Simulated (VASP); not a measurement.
Here is a VASP 6.6.1 calculation.

INCAR

```
SYSTEM = InP
PREC = Accurate
ENCUT = 600
EDIFF = 1E-7
ISMEAR = 0
SIGMA = 0.03
LREAL = .FALSE.
LASPH = .TRUE.
NELM = 80
ALGO = Normal
ISIF = 3
LWAVE = .FALSE.
LCHARG = .FALSE.
GGA = PS
IBRION = 2
NSW = 90
EDIFFG = -0.005
```

KPOINTS

```
Automatic mesh
0
G
  10 10 10
  0 0 0
```

Contents of POSCAR:

```
InP                                     
1.0
    0.0000000000      2.9394456023      2.9394456023
    2.9394456023      0.0000000000      2.9394456023
    2.9394456023      2.9394456023     -0.0000000000
  In              P             
     1     1
Direct
     0.0000000000000000    0.0000000000000000    0.0000000000000000
     0.2500000000000000    0.2500000000000000    0.2500000000000000
```

Potentials or basis: VASP PAW PBE potentials, release 64 (In_d, P).

Launch:

```console
$ cat potpaw_PBE.64/In_d/POTCAR potpaw_PBE.64/P/POTCAR > POTCAR
$ mpirun -np 1 vasp_std > vasp.out
```

(1) What does it give for the band gap on the k mesh?

Answers

(1) 0.57 eV, direct.

Caveat: the relaxation stopped at its first step, so nothing moved; spin-orbit coupling is left out, which moves the levels of the heavy elements.
